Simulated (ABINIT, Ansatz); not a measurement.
Given: the input of a run of Ansatz 0.2.0 on Si2Mo. Atoms were shifted at random by some hundredths of an Å from the given cell, which wasn't relaxed again for these runs. 

Contents of input.yaml:

```yaml
crystal:
  lattice:
    - [-1.6, 1.6, 3.9305]
    - [1.6, -1.6, 3.9305]
    - [1.6, 1.6, -3.9305]
  atoms:
    - { symbol: Mo, position: [0.017662, 0.001863, 0.006641] }
    - { symbol: Si, position: [0.677839, 0.694316, 0.025004] }
    - { symbol: Si, position: [0.331999, 0.345811, 0.011501] }
hamiltonian:
  xc: pbesol
  pseudopotentials: { kind: paw }
kpoints:
  mp_grid: { grid: [12, 12, 12] }
scf:
  occupations: { method: fermi_dirac, width: 0.05 }
output:
  forces: true
  stress: true
  eigenvalues: true
```

Potentials or basis: Ansatz PAW.

Run with:

```sh
$ ansatz run input.yaml --threads 1 --pin off --max-ram 3584MiB --backend cpu --events-out ev --progress --plain --runs-dir out
```

**Question.** Set up the same calculation for ABINIT 10.8.3 (patched build). Potentials or basis there: PseudoDojo NC SR PBEsol v0.4.1 standard, cutoff 1088 eV.

**Answer.** As run (cutoffs and basis follow the program's own potentials, and thresholds, step limits or extra output files can differ):

File run.abi:

```
pp_dirpath "./"
pseudos "Mo.upf, Si.upf"

acell 8.5704507594 8.5704507594 8.5704507594
rprim
    -0.3527891221     0.3527891221     0.8666485278
     0.3527891221    -0.3527891221     0.8666485278
     0.3527891221     0.3527891221    -0.8666485278
ntypat 2
znucl 42 14
natom 3
typat 1 2 2
xred
     0.0176620000     0.0018630000     0.0066410000
     0.6778390000     0.6943160000     0.0250040000
     0.3319990000     0.3458110000     0.0115010000
chkprim 0
chksymtnons 0
tolsym 1.0e-6

ecut 40.0

kptopt 1
ngkpt 12 12 12
nshiftk 1
shiftk 0.0 0.0 0.0

ixc -116133

nband 15
occopt 3
tsmear 0.05 eV

nstep 100
tolvrs 1.0e-10

iomode 3
prtwf 0
prtden 0
prteig 0
prtebands 0
enunit 1
```

Potentials or basis: PseudoDojo NC SR PBEsol v0.4.1 standard.

Command:

```console
$ mpirun --bind-to none -np 4 abinit run.abi > log 2>&1
```

Both were run:

|  | Ansatz | ABINIT |
| --- | --- | --- |
| Pressure | -2.5 GPa | -2.4 GPa |
| Largest force | 0.955 eV/Å | 0.954 eV/Å |

Ansatz's pressure holds a Pulay term of +0.03 GPa for its cutoff of 420 eV, which the other run lacks.

Ansatz's potentials were made for PBE.

Where Ansatz's input types no cutoff or centring, it takes its own default and a Γ-centred mesh.

Pressure is positive in compression.
